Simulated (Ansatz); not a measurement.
# NiO (Fm-3m) in Ansatz: further runs

One crystal, NiO, is run at these levels: PBEsol+U; tasks: projected density of states.

Program: Ansatz 0.2.0. These are calculated values, not measurements. Logs are shortened: lines on timing, memory, paths and dates and some standing lists are left out, and cuts for length are marked.

## 1. The structure

Symmetry: Fm-3m, No. 225, cubic system. Conventional cell: a = 4.172 Å, b = 4.172 Å, c = 4.172 Å, α = 90.00°, β = 90.00°, γ = 90.00°. Ni (site symmetry m-3m) is surrounded by 6 O at 2.09 Å. O (site symmetry m-3m) has 6 Ni at 2.09 Å as nearest neighbours.

## 2. Projected density of states, PBEsol+U, collinear spin, ferromagnetic start

File input.yaml:

```yaml
crystal:
  lattice:
    - [0.0, 2.0859016414, 2.0859016414]
    - [2.0859016414, 0.0, 2.0859016414]
    - [2.0859016414, 2.0859016414, 0.0]
  atoms:
    - { symbol: Ni, position: [0.0, 0.0, 0.0], spin: 1.0 }
    - { symbol: O, position: [0.5, 0.5, 0.5] }
hamiltonian:
  xc: pbesol
  pseudopotentials: { kind: paw }
  hubbard: { sites: [{ species: Ni, l: d, u_eff: 6.0 }] }
magnetization:
  spin_polarized: true
kpoints:
  mp_grid: { grid: [11, 11, 11] }
scf:
  occupations: { method: fermi_dirac, width: 0.05 }
  n_extra_bands: 6
output:
  forces: true
  stress: true
  eigenvalues: true
  dos: { projected: true, de: 0.05, nscf_kmesh: { grid: [17, 17, 17] } }
```

Potentials or basis: Ansatz PAW.

Launch:

```sh
$ ansatz run input.yaml --threads 2 --pin off --max-ram 5632MiB --backend cpu --events-out ev --progress --plain --runs-dir out
```

The program printed:

```text
Warning: RAYON_NUM_THREADS=2 ignored (pool sized by the plan → 2); use --threads N
Ni: projections on atomic orbitals take those of the free atom [Ne] 3s2 3p6 3d8 4s2, of charge +0.00 (hamiltonian.pseudopotentials.projection_atoms); the dataset's partial waves leave at most 1.6e-6 of an orbital's norm unspanned inside its sphere
O: projections on atomic orbitals take those of the free atom [He] 2s2 2p4, of charge +0.00 (hamiltonian.pseudopotentials.projection_atoms); the dataset's partial waves leave at most 1.9e-8 of an orbital's norm unspanned inside its sphere
scf.n_extra_bands = 6 over 12 filled bands (N_el = 24.0): the run solves 18 bands
Engine: ansatz 0.2.0, x86_64-unknown-linux-gnu
Pseudopotentials: kind: paw
Pseudopotential: Ni, paw, valence charge 18, recommended cutoff 420 eV (normal), Ni.paw.azcp
Pseudopotential: O, paw, valence charge 6, recommended cutoff 420 eV (normal), O.paw.azcp
Functional definition: PBEsol
  exchange = pbesol_x
  correlation = pbesol_c
Crystal: 2 atoms, lattice volume = 18.151 Å³
Basis set: ecut = 420 eV, 339 PW (Γ), exchange–correlation on 40×40×40 points (8 copies of the dense FFT grid, shifted against one another)
Bands: 18, of which v1, the nominal top of the filled ones, is band 12 counted from 1 (11 counted from 0)
Symmetry: 48 space group operations
Space group: Fm-3m (ITA 225), of the structure as read, at distance tolerance 2.6e-5 Å
Magnetic group: BNS 225.116 (UNI 1618), of the structure as read, at distance tolerance 2.6e-5 Å
k-points: 56 of 1331
Non-local potential: Ni, projectors of the file, l = 0: 3, l = 1: 2, l = 2: 3, l = 3: 1
Non-local potential: O, projectors of the file, l = 0: 2, l = 1: 2, l = 2: 1
PAW form: soft (Blöchl's): semilocal exchange-correlation on the pseudo side does not see the compensation charge
PAW frozen core: Ni, regenerated for the run's functional, and the local potential with it (the file was generated under x = pbe(κ = 0.804, μ = 0.2195149727645171), c = pbe(β = 0.06672455060314922))
PAW frozen core: O, regenerated for the run's functional, and the local potential with it (the file was generated under x = pbe(κ = 0.804, μ = 0.2195149727645171), c = pbe(β = 0.06672455060314922))
PAW one-centre angular grid: Ni, 590 points (default); XC on 64 Gauss nodes
PAW one-centre angular grid: O, 110 points (default); XC on 64 Gauss nodes
Initial density: superposition of atomic densities (chi_scale 0.1, normalization cell, long waves kept (reshape's long-wave potential 0.00 eV rms))
Starting moments: Σ|m| = 1 μB on 1 of 2 sites
Initial wavefunctions: pseudopotential atomic-orbital guess
Functional: x = pbesol(κ = 0.804, μ = 0.12345679012345678), c = pbesol(β = 0.046)
SCF iter   1: F=—  HF=-6365.879028 eV  |F-HF|=—  |Δ(HF+E_count)|=         —  Δρ=3.33e-1 (↑1.78e-1 ↓3.33e-1)  dr2=3.64e1  dr2_m=1.29e0  M=0.226 μB ∫|m|=0.228 μB  β_m=0.30  ethr=3.10e-3  ⟨swp⟩=5.6  Hψ=8837  notcnv=0
preconditioner: auto → none  [metal: Δε(μ)=0.016 eV  Ē_g=18.226 eV  σ=0.050 eV  W_gap=0.08  n_scr=8 (ndim 8)  ℏωp=34.9 eV  f_vac=0.000  D(μ)=1.36/eV (n_scr^D=14)  sad-step TF]
SCF iter   2: F=—  HF=-6361.224574 eV  |F-HF|=—  |Δ(HF+E_count)|=    4.65e0  Δρ=6.24e-2 (↑3.77e-2 ↓6.24e-2)  dr2=3.40e-1  dr2_m=9.79e-2  M=0.907 μB ∫|m|=0.907 μB  β_m=1.00  ethr=3.10e-3  ⟨swp⟩=3.3  Hψ=5476  notcnv=0  defer=112
SCF iter   3: F=—  HF=-6361.346469 eV  |F-HF|=—  |Δ(HF+E_count)|=   1.22e-1  Δρ=5.07e-2 (↑3.72e-2 ↓5.07e-2)  dr2=1.63e-1  dr2_m=1.63e-1  M=1.200 μB ∫|m|=1.201 μB  β_m=1.00  ethr=1.42e-3  ⟨swp⟩=2.8  Hψ=4544  notcnv=0  defer=112
SCF iter   4: F=—  HF=-6361.631284 eV  |F-HF|=—  |Δ(HF+E_count)|=   2.85e-1  Δρ=3.54e-2 (↑3.33e-2 ↓3.54e-2)  dr2=7.63e-3  dr2_m=1.86e-1  M=1.517 μB ∫|m|=1.518 μB  β_m=1.00  ethr=6.80e-4  ⟨swp⟩=2.7  Hψ=4649  notcnv=0  defer=112
SCF iter   5: F=—  HF=-6362.022980 eV  |F-HF|=—  |Δ(HF+E_count)|=   3.92e-1  Δρ=6.40e-2 (↑2.97e-2 ↓6.40e-2)  dr2=3.57e-1  dr2_m=3.09e-1  M=1.918 μB ∫|m|=1.921 μB  β_m=1.00  ethr=3.18e-5  ⟨swp⟩=2.1  Hψ=3978  notcnv=0  defer=112
SCF iter   6: F=—  HF=-6362.584217 eV  |F-HF|=—  |Δ(HF+E_count)|=   5.61e-1  Δρ=8.29e-2 (↑4.21e-2 ↓8.29e-2)  dr2=2.26e0  dr2_m=1.37e-1  M=1.726 μB ∫|m|=1.727 μB  β_m=0.30  ethr=3.18e-5  ⟨swp⟩=3.5  Hψ=5342  notcnv=0  defer=114
SCF iter   7: F=—  HF=-6362.620732 eV  |F-HF|=—  |Δ(HF+E_count)|=   3.65e-2  Δρ=4.17e-2 (↑1.24e-2 ↓4.17e-2)  dr2=2.65e-1  dr2_m=8.06e-2  M=2.000 μB ∫|m|=2.004 μB  β_m=1.00  ethr=3.18e-5  ⟨swp⟩=3.1  Hψ=5294  notcnv=0  defer=114
SCF iter   8: F=—  HF=-6362.959798 eV  |F-HF|=—  |Δ(HF+E_count)|=   3.39e-1  Δρ=5.98e-2 (↑2.86e-2 ↓5.98e-2)  dr2=1.18e0  dr2_m=4.20e-2  M=1.966 μB ∫|m|=1.969 μB  β_m=0.30  ethr=3.18e-5  ⟨swp⟩=3.2  Hψ=5316  notcnv=0  defer=120
SCF iter   9: F=—  HF=-6362.942918 eV  |F-HF|=—  |Δ(HF+E_count)|=   1.69e-2  Δρ=1.49e-2 (↑4.07e-3 ↓1.49e-2)  dr2=3.30e-2  dr2_m=1.16e-2  M=2.000 μB ∫|m|=2.006 μB  β_m=1.00  ethr=3.18e-5  ⟨swp⟩=3.0  Hψ=5213  notcnv=0  defer=118
SCF iter  10: F=—  HF=-6363.043723 eV  |F-HF|=—  |Δ(HF+E_count)|=   1.01e-1  Δρ=7.16e-3 (↑2.18e-3 ↓7.16e-3)  dr2=1.38e-2  dr2_m=1.13e-3  M=2.000 μB ∫|m|=2.006 μB  β_m=1.00  ethr=3.18e-5  ⟨swp⟩=2.2  Hψ=3498  notcnv=0  defer=119
SCF iter  11: F=—  HF=-6363.112791 eV  |F-HF|=—  |Δ(HF+E_count)|=   6.91e-2  Δρ=1.40e-3 (↑1.40e-3 ↓9.56e-4)  dr2=7.38e-5  dr2_m=1.90e-4  M=2.000 μB ∫|m|=2.006 μB  β_m=0.30  ethr=3.18e-5  ⟨swp⟩=2.0  Hψ=3559  notcnv=0  defer=119
Mixer restart at iter 11: flushing history
spin-set hold released at iteration 11 (site moments contracting): the magnetisation degrees of freedom join the quasi-Newton model from the next iteration; the mixer history was flushed
SCF iter  12: F=—  HF=-6363.155689 eV  |F-HF|=—  |Δ(HF+E_count)|=   4.29e-2  Δρ=3.53e-3 (↑1.71e-3 ↓3.53e-3)  dr2=9.54e-4  dr2_m=1.06e-3  M=2.000 μB ∫|m|=2.007 μB  β_m=0.65  ethr=3.08e-7  ⟨swp⟩=2.0  Hψ=3761  notcnv=0  defer=119
SCF iter  13: F=—  HF=-6363.215046 eV  |F-HF|=—  |Δ(HF+E_count)|=   5.94e-2  Δρ=7.88e-3 (↑7.88e-3 ↓6.89e-3)  dr2=2.86e-2  dr2_m=6.05e-5  M=2.000 μB ∫|m|=2.007 μB  β_m=0.50  ethr=3.08e-7  ⟨swp⟩=3.7  Hψ=5400  notcnv=0  defer=119
SCF iter  14: F=—  HF=-6363.208107 eV  |F-HF|=—  |Δ(HF+E_count)|=   6.94e-3  Δρ=3.74e-3 (↑1.11e-3 ↓3.74e-3)  dr2=1.09e-3  dr2_m=9.56e-4  M=2.000 μB ∫|m|=2.008 μB  β_m=0.59  ethr=3.08e-7  ⟨swp⟩=3.2  Hψ=5489  notcnv=0  defer=121
SCF iter  15: F=—  HF=-6363.208151 eV  |F-HF|=—  |Δ(HF+E_count)|=   4.37e-5  Δρ=1.02e-3 (↑4.40e-4 ↓1.02e-3)  dr2=9.89e-5  dr2_m=7.57e-5  M=2.000 μB ∫|m|=2.007 μB  β_m=0.57  ethr=3.08e-7  ⟨swp⟩=2.0  Hψ=3307  notcnv=0  defer=122
SCF iter  16: F=—  HF=-6363.208148 eV  |F-HF|=—  |Δ(HF+E_count)|=   2.45e-6  Δρ=2.66e-4 (↑2.01e-4 ↓2.66e-4)  dr2=6.28e-6  dr2_m=6.44e-6  M=2.000 μB ∫|m|=2.007 μB  β_m=0.55  ethr=3.08e-7  ⟨swp⟩=2.2  Hψ=2849  notcnv=0  defer=122
SCF iter  17: F=—  HF=-6363.208148 eV  |F-HF|=—  |Δ(HF+E_count)|=   2.33e-7  Δρ=7.44e-5 (↑6.49e-5 ↓7.44e-5)  dr2=3.16e-8  dr2_m=7.97e-7  M=2.000 μB ∫|m|=2.007 μB  β_m=0.77  ethr=4.17e-10  ⟨swp⟩=8.4  Hψ=11111  notcnv=0
SCF iter  18: F=-6363.208149 eV  HF=-6363.208149 eV  |F-HF|=9.82e-10  |Δ(HF+E_count)|=   5.01e-7  Δρ=6.39e-6 (↑6.39e-6 ↓5.47e-6)  dr2=4.38e-9  dr2_m=4.76e-9  M=2.000 μB ∫|m|=2.007 μB  ethr=1.32e-10  ⟨swp⟩=5.0  Hψ=8351  notcnv=0
SCF 1 converged in 18 iterations: F = -6363.208149 eV  dr2 = 4.38e-9
Symmetry: 8 space group operations
k-points: 186 of 1331
Initial density: read from a saved state, or passed on in memory by an earlier SCF of this step, an earlier step, the calling program or the single point that the run made first
Starting moments: Σ|m| = 1 μB on 1 of 2 sites; this step starts from the density that it was given
iter 1 solved again at ethr=2.38e-11 eV; its pass at ethr=4.17e-6 eV (dr2=5.72e-9 eV) is discarded
SCF iter   1: F=—  HF=-6363.208149 eV  |F-HF|=—  |Δ(HF+E_count)|=         —  Δρ=6.38e-6 (↑6.38e-6 ↓5.47e-6)  dr2=4.38e-9  dr2_m=4.76e-9  M=2.000 μB ∫|m|=2.007 μB  ethr=2.38e-11  ⟨swp⟩=1.3  Hψ=66981  notcnv=0
preconditioner: auto → none  [insulator: Δε(μ)=1.932 eV  Ē_g=18.054 eV  σ=0.050 eV  W_gap=1.00  n_scr=8 (ndim 8)  ℏωp=34.9 eV  f_vac=0.000  D(μ)=0.00/eV (n_scr^D=0)  ε∞_Penn≈4.7]
an SCF along what the orbitals of the run's state read of its open shells (or to have them read: on a GPU, or by another smearing), with 40 of the crystal's symmetry operations given up (186 k-points in place of 56), reached no lower state that the run goes on to. This is no proof of a minimum
NSCF: frozen V_eff on 165 k-points
SCF converged after 18 iterations
Magnetization: 2.0000 μB (13.0000 up, 11.0000 down)
Absolute magnetization: 2.0060 μB (∫|ρ↑−ρ↓|, with the PAW one-centre terms)
Spin contamination: 0.0016 ħ² per cell (⟨S²⟩ above its minimum at these occupations)
Per-site moments (μB) at R_I (Å): [(1.706126469605886, 0.8604344270775), (0.22068310408847394, 0.8604344270775)]
Free energy (F): -6363.208149 eV
Harris-Foulkes:  -6363.208149 eV  (|F-HF|=9.82e-10)
Internal energy: -6363.208149 eV  (E = F + TS)
E sigma→0 (E₀):  -6363.208149 eV
Fermi energy:    14.665602 eV
--- Per-component energies (eV) ---
  E_band       = -356.475162
  E_kinetic    = 449.805444
  E_local      = -3979.026986  (includes V_loc(G=0)·N_el)
  E_nonlocal   = 691.153787
  E_hartree    = 1631.686024
  E_xc         = -154.752689
  E_vxc        = -199.459727  (∫ρ·V_xc dr)
  E_hubbard    = 0.785646  (on-site DFT+U / exact-exchange correction)
  E_vhub       = -23.217406  (the Hubbard potential's part of the band-sum identity)
  E_paw        = -1748.296210  (= ΣΔE_a)
  E_vpaw       = -559.109630  (= ΣTr[D̂ρ^β])
  E_aug_tail   = 0.003168  (compensation charges beyond the density's cutoff)
  E_ewald      = -3254.798910
  E_core_change = 0.232577  (= ΣΔE_core)
  E_smearing   = -0.000000  (= −TS)
  E_closure    = 0.000000  (closes the sum)
  Σ components = -6363.208149   (vs F -6363.208149, Δ=0.00e0)
--- Forces (eV/Å), atoms counted from 1 ---
  atom   1  Ni    -0.00000000     0.00000000    -0.00000000
  atom   2  O      0.00000000    -0.00000000     0.00000000
  max |Σ_I F_I| component: 2.25e-29 eV/Å
--- Stress (GPa, compression-positive) ---
        4.075921       0.000000       0.000000
        0.000000       4.075921       0.000000
        0.000000      -0.000000       4.075921
  P = ⅓ Tr σ = 4.0759 GPa (40.759 kbar)
--- Band table (eV; the first three rows and the last of 112) ---
  k-point 0 ↑: bands = ["-90.5085", "-51.0115", "-51.0115", "-51.0115", "-5.6011", "7.4725", "7.4725", "8.1430", "8.1430", "8.1430", "11.8324", "11.8324", "11.8324", "15.8699", "31.8754", "32.9419", "32.9419", "32.9419"]
  k-point 1 ↑: bands = ["-90.5082", "-51.0139", "-51.0118", "-51.0118", "-5.5001", "7.3448", "7.3448", "8.0295", "8.1723", "8.1723", "11.3351", "12.0152", "12.0152", "16.5060", "30.0344", "32.6507", "32.6507", "33.8761"]
  k-point 2 ↑: bands = ["-90.5077", "-51.0204", "-51.0127", "-51.0127", "-5.2165", "7.0141", "7.0141", "7.5920", "8.2911", "8.2911", "10.5748", "12.4579", "12.4579", "17.7616", "27.7729", "31.5043", "31.5043", "34.2414"]
  k-point 55 ↓: bands = ["-88.3230", "-48.9018", "-48.9001", "-48.8907", "-3.4042", "7.7212", "7.7653", "9.8053", "10.2606", "10.9857", "11.0290", "16.3902", "16.9197", "23.3489", "25.0656", "25.2918", "28.3941", "35.7433"]
Occupation matrices written to <dir>
```

It took 8.9 s on 2 threads of Intel Xeon Platinum 8259CL at 2.50GHz (Skylake/Cascade Lake), shared host; peak memory 0.55 GiB.

What came out:

| Property | Result |
| --- | --- |
| Free energy | -6363.2081 eV |
| Pressure | 4.1 GPa |
| Band gap on the k mesh | 1.93 eV, indirect (least direct gap 2.63 eV) |
| Net moment | 2.00 μB per cell |
| Absolute moment | 2.01 μB per cell |
| Site moments | Ni +1.71; O +0.22 μB |

States per cell in windows of 1 eV (zero at the valence-band top; states under -8 eV left out):
| from (eV) | up | down | Ni 3d down | Ni 3d up | O 2p up | O 2p down | Ni 4s up | Ni 4s down |
| --- | --- | --- | --- | --- | --- | --- | --- | --- |
| -8.0 | 1.36 | 0.14 | 0.05 | 0.91 | 0.38 | 0.07 | 0.06 | 0.02 |
| -7.0 | 1.51 | 0.52 | 0.21 | 1.15 | 0.33 | 0.25 | 0.01 | 0.05 |
| -6.0 | 1.22 | 0.93 | 0.53 | 1.16 | 0.03 | 0.35 | 0.00 | 0.02 |
| -5.0 | 0.90 | 0.92 | 0.75 | 0.88 | 0.02 | 0.16 | 0.00 | 0.00 |
| -4.0 | 1.01 | 1.11 | 0.69 | 0.46 | 0.44 | 0.39 | 0.07 | 0.02 |
| -3.0 | 0.60 | 1.83 | 0.90 | 0.13 | 0.43 | 0.87 | 0.01 | 0.05 |
| -2.0 | 0.76 | 0.54 | 0.14 | 0.13 | 0.60 | 0.38 | 0.01 | 0.00 |
| -1.0 | 0.60 | 0.00 | 0.00 | 0.11 | 0.47 | 0.00 | 0.00 | 0.00 |
| 0.0 | 0.01 | 0.00 | 0.00 | 0.00 | 0.00 | 0.00 | 0.00 | 0.00 |
| 1.0 | 0.00 | 0.00 | 0.00 | 0.00 | 0.00 | 0.00 | 0.00 | 0.00 |
| 2.0 | 0.00 | 0.81 | 0.72 | 0.00 | 0.00 | 0.04 | 0.00 | 0.02 |
| 3.0 | 0.02 | 0.97 | 0.77 | 0.00 | 0.00 | 0.15 | 0.01 | 0.02 |
| 4.0 | 0.04 | 0.26 | 0.17 | 0.00 | 0.01 | 0.07 | 0.02 | 0.01 |
| 5.0 | 0.08 | 0.05 | 0.00 | 0.00 | 0.02 | 0.01 | 0.04 | 0.03 |
| 6.0 | 0.20 | 0.14 | 0.01 | 0.00 | 0.03 | 0.03 | 0.10 | 0.06 |
| 7.0 | 0.32 | 0.28 | 0.01 | 0.00 | 0.04 | 0.04 | 0.18 | 0.14 |

Eigenvalues of the final occupation matrices:
| site | spin | trace | eigenvalues |
| --- | --- | --- | --- |
| site 1 | 1 | 4.99 | 1.00 1.00 1.00 1.00 1.00 |
| site 1 | 2 | 3.27 | 0.14 0.14 1.00 1.00 1.00 |

Caveat: the magnetic or orbital state may not be the lowest; odd divisions of the mesh miss points on the zone boundary, where band edges often lie, so the gap on the mesh can be too wide; the pressure holds a Pulay correction of +0.7 GPa for the finite cutoff; a cell with one magnetic atom can't hold antiferromagnetic order, which such compounds often take; the PAW data sets come from PBE, with cores solved anew for the run's functional, which leaves a small shift of forces and pressure.

## 3. Projected density of states, PBEsol+U, collinear spin, ferromagnetic start

input.yaml, as its differences from that of step 2:

```diff
@@ -11,3 +11,3 @@
   pseudopotentials: { kind: paw }
-  hubbard: { sites: [{ species: Ni, l: d, u_eff: 6.0 }] }
+  hubbard: { sites: [{ species: Ni, l: d, u_eff: 8.0 }] }
 magnetization:
```

Potentials or basis: Ansatz PAW.

Launch:

```sh
$ ansatz run input.yaml --threads 2 --pin off --max-ram 5632MiB --backend cpu --events-out ev --progress --plain --runs-dir out
```

Run time: 8.8 s. Hardware: 2 threads of Intel Xeon Platinum 8259CL at 2.50GHz (Skylake/Cascade Lake), shared host; peak memory 0.55 GiB.

Results (log left out):

* Free energy: -6362.9654 eV
* Pressure: 6.2 GPa
* Band gap on the k mesh: 2.36 eV, indirect (least direct gap 3.43 eV)
* Net moment: 2.00 μB per cell
* Absolute moment: 2.01 μB per cell
* Site moments: Ni +1.74; O +0.18 μB

Levels at points of the mesh, in eV from the valence-band top:
Spin up:
| k point | band 10 | band 11 | band 12 | band 13 | band 14 | band 15 | band 16 | band 17 |
| --- | --- | --- | --- | --- | --- | --- | --- | --- |
| (0.00, 0.00, 0.00) | -6.54 | -1.57 | -1.57 | -1.57 | 2.36 | 18.33 | 19.37 | 19.37 |
Spin down:
| k point | band 9 | band 10 | band 11 | band 12 | band 13 | band 14 |
| --- | --- | --- | --- | --- | --- | --- |
| (0.00, 0.00, 0.00) | -1.23 | -1.23 | -1.23 | 2.72 | 2.85 | 2.85 |

States per cell in windows of 0.5 eV (zero at the valence-band top; states under -8 eV left out):
```tsv
from (eV)	up	down	Ni 3d down	Ni 3d up	O 2p down	O 2p up	Ni 4s up	Ni 4s down
-8.0	0.92	0.10	0.05	0.74	0.04	0.15	0.01	0.01
-7.5	0.92	0.20	0.11	0.78	0.07	0.12	0.00	0.02
-7.0	0.17	0.37	0.23	0.14	0.11	0.02	0.00	0.02
-6.5	1.27	0.60	0.44	1.22	0.15	0.02	0.00	0.01
-6.0	0.70	0.53	0.38	0.69	0.12	0.01	0.00	0.01
-5.5	0.01	0.61	0.56	0.00	0.04	0.00	0.00	0.00
-5.0	0.03	0.52	0.49	0.01	0.03	0.02	0.00	0.00
-4.5	0.11	0.17	0.13	0.04	0.03	0.06	0.00	0.00
-4.0	0.68	0.25	0.11	0.24	0.12	0.35	0.08	0.01
-3.5	0.28	0.80	0.32	0.05	0.40	0.19	0.02	0.06
-3.0	0.26	0.77	0.18	0.03	0.56	0.21	0.01	0.01
-2.5	0.31	0.63	0.15	0.04	0.46	0.25	0.01	0.00
-2.0	0.40	0.35	0.06	0.04	0.28	0.34	0.00	0.00
-1.5	0.35	0.10	0.01	0.04	0.09	0.30	0.00	0.00
-1.0	0.32	0.00	0.00	0.04	0.00	0.27	0.00	0.00
-0.5	0.25	0.00	0.00	0.03	0.00	0.21	0.00	0.00
0.0	0.00	0.00	0.00	0.00	0.00	0.00	0.00	0.00
0.5	0.00	0.00	0.00	0.00	0.00	0.00	0.00	0.00
1.0	0.00	0.00	0.00	0.00	0.00	0.00	0.00	0.00
1.5	0.00	0.00	0.00	0.00	0.00	0.00	0.00	0.00
2.0	0.00	0.00	0.00	0.00	0.00	0.00	0.00	0.00
2.5	0.00	0.03	0.03	0.00	0.00	0.00	0.00	0.00
3.0	0.01	0.36	0.32	0.00	0.01	0.00	0.00	0.01
3.5	0.01	0.75	0.65	0.00	0.04	0.00	0.01	0.02
4.0	0.02	0.51	0.41	0.00	0.07	0.00	0.01	0.01
4.5	0.02	0.39	0.29	0.00	0.08	0.01	0.01	0.01
5.0	0.03	0.02	0.00	0.00	0.01	0.01	0.02	0.01
5.5	0.04	0.03	0.00	0.00	0.01	0.01	0.02	0.01
6.0	0.08	0.04	0.00	0.00	0.01	0.01	0.04	0.02
6.5	0.12	0.08	0.01	0.00	0.02	0.02	0.06	0.03
7.0	0.16	0.11	0.01	0.00	0.02	0.02	0.09	0.04
7.5	0.16	0.16	0.01	0.00	0.03	0.02	0.09	0.09
```

Eigenvalues of the final occupation matrices:
| site | spin | trace | eigenvalues |
| --- | --- | --- | --- |
| site 1 | 1 | 4.99 | 1.00 1.00 1.00 1.00 1.00 |
| site 1 | 2 | 3.23 | 0.12 0.12 1.00 1.00 1.00 |

Caveat: the magnetic or orbital state may not be the lowest; odd divisions of the mesh miss points on the zone boundary, where band edges often lie, so the gap on the mesh can be too wide; the pressure holds a Pulay correction of +0.7 GPa for the finite cutoff; a cell with one magnetic atom can't hold antiferromagnetic order, which such compounds often take; the PAW data sets come from PBE, with cores solved anew for the run's functional, which leaves a small shift of forces and pressure.
